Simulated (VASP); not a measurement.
# SnSe2 (P-3m1) in VASP: notebook, part 2 of 2

VASP 6.6.1.

## 3. Single point, LDA

INCAR reads:

```
SYSTEM = SnSe2
PREC     = Accurate       ! precision mode
ENCUT    = 550            ! plane-wave cutoff, eV
EDIFF    = 1E-7           ! SCF threshold, eV
ISMEAR   = 0              ! smearing method
SIGMA    = 0.05           ! smearing width, eV
LREAL    = .False.        ! projectors in reciprocal space
LASPH    = .True.         ! aspherical terms in the spheres
NELM     = 100            ! most SCF steps
ALGO     = Normal         ! electronic algorithm
ISIF     = 2              ! what is computed and relaxed
LWAVE    = .False.        ! write WAVECAR
LCHARG   = .False.        ! write CHGCAR
NBANDS   = 20             ! bands
ADDGRID  = .False.
```

KPOINTS reads:

```
regular mesh
0
Gamma
  5 5 3
  0 0 0
```

POSCAR reads:

```
SnSe2
1.0
    3.8110000000      0.0000000000      0.0000000000
   -1.9055000000      3.3004228138      0.0000000000
    0.0000000000      0.0000000000      6.1360000000
Sn Se
1 2
Direct
    0.0255860000      0.0074750000      0.0043360000
    0.6613810000      0.3516810000      0.7467700000
    0.3595740000      0.6870860000      0.2661230000
```

Potentials or basis: VASP PAW LDA potentials, release 64 (Sn_d, Se).

Run with:

```bash
cat potpaw_LDA.64/Sn_d/POTCAR potpaw_LDA.64/Se/POTCAR > POTCAR
mpirun -np 1 vasp_std > vasp.out
```

Run time: 34 s. Hardware: 1 thread of Intel Xeon 6975P-C (Granite Rapids), shared host; peak memory 0.2 GiB.

These settings aren't checked as converged: the numbers below hold their error.

What came out:

```
Free energy            : -13.7008 eV
Pressure               : -1.0 GPa
Largest force          : 0.477 eV/Å
Band gap on the k mesh : 0.41 eV, indirect (least direct gap 0.86 eV)
```

Caveat: spin-orbit coupling is left out, which moves the levels of the heavy elements; an odd mesh through Γ misses points on the zone boundary, where band edges often lie.

## 4. Single point, LDA

Changes to INCAR since step 3:

```diff
@@ -2,3 +2,3 @@
 PREC     = Accurate       ! precision mode
-ENCUT    = 550            ! plane-wave cutoff, eV
+ENCUT    = 350            ! plane-wave cutoff, eV
 EDIFF    = 1E-7           ! SCF threshold, eV
```

KPOINTS reads:

```
regular mesh
0
Gamma
  7 7 4
  0 0 0
```

POSCAR reads:

```
SnSe2
1.0
    3.8110000000      0.0000000000      0.0000000000
   -1.9055000000      3.3004228138      0.0000000000
    0.0000000000      0.0000000000      6.1360000000
Sn Se
1 2
Direct
    0.0000000000      0.0000000000      0.0000000000
    0.6666666667      0.3333333333      0.7510000000
    0.3333333333      0.6666666667      0.2490000000
```

Potentials or basis: VASP PAW LDA potentials, release 64 (Sn_d, Se).

Run with:

```bash
cat potpaw_LDA.64/Sn_d/POTCAR potpaw_LDA.64/Se/POTCAR > POTCAR
mpirun -np 1 vasp_std > vasp.out
```

OUTCAR:

```text
SYSTEM = SnSe2
   PREC = Accurate
   ENCUT = 350
   EDIFF = 1E-7
   ISMEAR = 0
   LREAL = .False.
   LASPH = .True.
   NELM = 100
   ISIF = 2

 Found     28 irreducible k-points:

 Following reciprocal coordinates:
            Coordinates               Weight
  0.000000  0.000000  0.000000      1.000000
  0.142857  0.000000  0.000000      6.000000
  0.285714 -0.000000  0.000000      6.000000
  0.428571 -0.000000  0.000000      6.000000
  0.142857  0.142857  0.000000      6.000000
  0.285714  0.142857  0.000000     12.000000
   k-points           NKPTS =     28   k-points in BZ     NKDIM =     28   number of bands    NBANDS=     20
   number of dos      NEDOS =    301   number of ions     NIONS =      3
   total plane-waves  NPLWV =  23040
   dimension x,y,z NGX =    24 NGY =   24 NGZ =   40
   dimension x,y,z NGXF=    48 NGYF=   48 NGZF=   80
   ions per type =               1   2
   NGX,Y,Z   is equivalent  to a cutoff of  10.47, 10.47, 10.84 a.u.
   NGXF,Y,Z  is equivalent  to a cutoff of  20.94, 20.94, 21.67 a.u.
 SYSTEM =  SnSe2
   PREC   = accura    normal or accurate (medium, high low for compatibility)
   ISTART =      0    job   : 0-new  1-cont  2-samecut
   ICHARG =      2    charge: 1-file 2-atom 10-const
   ISPIN  =      1    spin polarized calculation?
   LNONCOLLINEAR =      F non collinear calculations
   LSORBIT =      F    spin-orbit coupling
[... 55 lines left out ...]
 val. band max:        4.0978196372   @ k =   0.0000   0.0000   0.0000
 cond. band min:       4.7797686620   @ k =   0.0000   0.4286   0.2500
 fundamental gap:      0.6819490248
 Fermi energy:         4.3406584139

 k-point     1 :       0.0000    0.0000    0.0000
  band No.  band energies     occupation
      1     -17.0840      2.00000
      2     -17.0840      2.00000
      3     -17.0409      2.00000
      4     -17.0259      2.00000
      5     -17.0259      2.00000
      6      -9.9442      2.00000
[... 127 lines left out ...]
     19      11.9717      0.00000
     20      13.9721      0.00000

 [... further k-points ...]

------------------------ aborting loop because EDIFF is reached ----------------------------------------

  FORCE on cell =-STRESS in cart. coord.  units (eV):
  Direction    XX          YY          ZZ          XY          YZ          ZX
  --------------------------------------------------------------------------------------
  -------------------------------------------------------------------------------------
  Total        0.1322541      0.1322541      0.9180879      0.0000000      0.0000000      0.0000000
  in kB        2.7455276      2.7455276     19.0590384      0.0000000      0.0000000      0.0000000
  external PRESSURE =       8.1833645 kB  Pullay stress =       0.0000000 kB

 VOLUME and BASIS-vectors are now :
 -----------------------------------------------------------------------------
  energy-cutoff  :      350.00
  volume of cell :       77.18
      direct lattice vectors                 reciprocal lattice vectors
     3.811000000  0.000000000  0.000000000     0.262398321  0.151495741  0.000000000
    -1.905500000  3.300422814  0.000000000     0.000000000  0.302991482  0.000000000
     0.000000000  0.000000000  6.136000000     0.000000000  0.000000000  0.162972621

 POSITION                                       TOTAL-FORCE (eV/Angst)
 -----------------------------------------------------------------------------------
      0.00000      0.00000      0.00000         0.000000     -0.000000      0.000000
      1.90550      1.10014      4.60814        -0.000000     -0.000000     -0.504579
     -0.00000      2.20028      1.52786         0.000000      0.000000      0.504579
 -----------------------------------------------------------------------------------
    total drift:                                0.000000      0.000000      0.000000

  FREE ENERGIE OF THE ION-ELECTRON SYSTEM (eV)
  ---------------------------------------------------
  free  energy   TOTEN  =       -13.7499294205 eV

  energy  without entropy=      -13.7499294205  energy(sigma->0) =      -13.74992942
```

Run time: 9.6 s. Hardware: 1 thread of Intel Xeon 6975P-C (Granite Rapids), shared host; peak memory 0.15 GiB.

The run converged, but some of its settings lie outside the range that counts as converged, so its numbers aren't taken as properties of the crystal.

Results:

* Free energy: -13.7499 eV
* Pressure: 0.8 GPa
* Largest force: 0.505 eV/Å
* Band gap on the k mesh: 0.68 eV, indirect (least direct gap 0.90 eV)

Caveat: spin-orbit coupling is left out, which moves the levels of the heavy elements; an odd mesh through Γ misses points on the zone boundary, where band edges often lie.

## 5. Single point, LDA

INCAR is that of step 4.

KPOINTS is that of step 4.

POSCAR reads:

```
SnSe2
1.0
    3.8110000000      0.0000000000      0.0000000000
   -1.9055000000      3.3004228138      0.0000000000
    0.0000000000      0.0000000000      6.1360000000
Sn Se
1 2
Direct
    0.0255860000      0.0074750000      0.0043360000
    0.6613810000      0.3516810000      0.7467700000
    0.3595740000      0.6870860000      0.2661230000
```

Run with:

```bash
cat potpaw_LDA.64/Sn_d/POTCAR potpaw_LDA.64/Se/POTCAR > POTCAR
mpirun -np 1 vasp_std > vasp.out
```

Run time: 28 s. Hardware: 1 thread of Intel Xeon 6975P-C (Granite Rapids), shared host; peak memory 0.19 GiB.

The run converged, but some of its settings lie outside the range that counts as converged, so its numbers aren't taken as properties of the crystal.

What came out:

- Free energy: -13.7410 eV
- Pressure: -1.3 GPa
- Largest force: 0.482 eV/Å
- Band gap on the k mesh: 0.50 eV, indirect (least direct gap 0.86 eV)

Caveat: spin-orbit coupling is left out, which moves the levels of the heavy elements; an odd mesh through Γ misses points on the zone boundary, where band edges often lie.

## 6. Single point, LDA

Changes to INCAR since step 5:

```diff
@@ -2,3 +2,3 @@
 PREC     = Accurate       ! precision mode
-ENCUT    = 350            ! plane-wave cutoff, eV
+ENCUT    = 700            ! plane-wave cutoff, eV
 EDIFF    = 1E-7           ! SCF threshold, eV
```

KPOINTS reads:

```
regular mesh
0
Gamma
  5 5 3
  0 0 0
```

POSCAR reads:

```
SnSe2
1.0
    3.8110000000      0.0000000000      0.0000000000
   -1.9055000000      3.3004228138      0.0000000000
    0.0000000000      0.0000000000      6.1360000000
Sn Se
1 2
Direct
    0.0000000000      0.0000000000      0.0000000000
    0.6666666667      0.3333333333      0.7510000000
    0.3333333333      0.6666666667      0.2490000000
```

Potentials or basis: VASP PAW LDA potentials, release 64 (Sn_d, Se).

Run with:

```bash
cat potpaw_LDA.64/Sn_d/POTCAR potpaw_LDA.64/Se/POTCAR > POTCAR
mpirun -np 1 vasp_std > vasp.out
```

Run time: 17 s. Hardware: 1 thread of Intel Xeon 6975P-C (Granite Rapids), shared host; peak memory 0.21 GiB.

The run converged, but some of its settings lie outside the range that counts as converged, so its numbers aren't taken as properties of the crystal.

Results:

```
Free energy            : -13.7159 eV
Pressure               : 1.1 GPa
Largest force          : 0.456 eV/Å
Band gap on the k mesh : 0.66 eV, indirect (least direct gap 0.89 eV)
```

Caveat: spin-orbit coupling is left out, which moves the levels of the heavy elements; an odd mesh through Γ misses points on the zone boundary, where band edges often lie.
